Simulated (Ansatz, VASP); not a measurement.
# Two plane-wave programs on NiO

```
CELL_PARAMETERS angstrom
9.00000 0.00000 0.00000
0.00000 9.30000 0.00000
0.00000 0.00000 3.33911
ATOMIC_POSITIONS crystal
Ni 0.50000 0.50000 0.98250
O 0.50000 0.50000 0.48250
```

Alike in both runs: functional PBE; k mesh 1 × 1 × 17; occupations gaussian, width 0.05 eV; collinear spin.

Ansatz relaxed the structure, and its values are those at the end. VASP's run is a single point on that final structure, the one shown.

|  | VASP | Ansatz |
| --- | --- | --- |
| version | VASP 6.6.1 | Ansatz 0.2.0 |
| potentials or method | VASP PAW PBE potentials, release 64 (Ni, O) | scalar-relativistic, plane waves, PAW |
| plane-wave cutoff (eV) | 520 | 420 |
| valence electrons in the cell | 16 | 24 |

Ansatz gave:

| Item | Value |
| --- | --- |
| gap on the k mesh at the Fermi level (eV) | none |
| net moment per atom (μB) | 0.06 |
| size of the moment on the site where the two differ most (μB) | 0.06 |

Estimate VASP's values.

gap on the k mesh at the Fermi level (eV): none; net moment per atom (μB): 0.06; size of the moment on the site where the two differ most (μB): 0.10.

Site moments also hang on the region over which each program counts them. A gap of «none» marks a metal or a gap that the smearing closes. With one functional, cell and mesh, what is left measures potentials, basis and numerics. The two sets of potentials don't hold the same shells in valence. Ansatz warned: «seeded_moment_not_kept».

Caveats: semilocal functionals often make such compounds metallic where correlation or magnetic order opens a gap, which also shifts bond lengths.
